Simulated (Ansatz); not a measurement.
Here is the system:

Relaxed InN (wurtzite):

```
InN
1.0
    3.58053     0.00000     0.00000
   -1.79026     3.10083     0.00000
    0.00000     0.00000     5.78779
In N
2 2
Direct
  0.66667   0.33333   0.50197
  0.33333   0.66667   0.00197
  0.66667   0.33333   0.12323
  0.33333   0.66667   0.62323
```

In this cell atom 4 (N, nearest neighbour In at 2.183 Å; its periodic images, 3.6 Å or more away, move with it) is moved by u·(1.000, 0.000, 0.000) + v·(0.000, 1.000, 0.000); the rest is frozen.

Method: PBE (plane waves to 420 eV, PAW, scalar-relativistic; Ansatz, a quantum-chemistry and plane-wave program). k mesh 9×9×5 (Γ-centred), Fermi-Dirac smearing 0.05 eV. E stands for the smeared free energy. Points where atoms come too close for the PAW data are left out (x in tables, blank in figures). With partly filled bands, energies and forces of such displacements shift with the k mesh and the smearing. At this level the bands of InN touch or barely overlap; measurements give the solid a gap. InN was relaxed with its symmetry unable to fall. The zero of ΔE is the undisplaced structure. Axes are in Å.

The scan covers u from -0.550 to 0.550 Å in 7 points and v from -0.550 to 0.550 Å in 7 points.

### Question
Is the undisplaced position a minimum, a maximum or a saddle of this map?

### Answer
A minimum.

### Question
What are the two principal curvatures of the energy at the centre?

### Answer
9.4 eV/Å², isotropic.

(For displaced atoms, the force is minus the slope of the energy, and its curvature is a force constant, which sets phonon frequencies.)
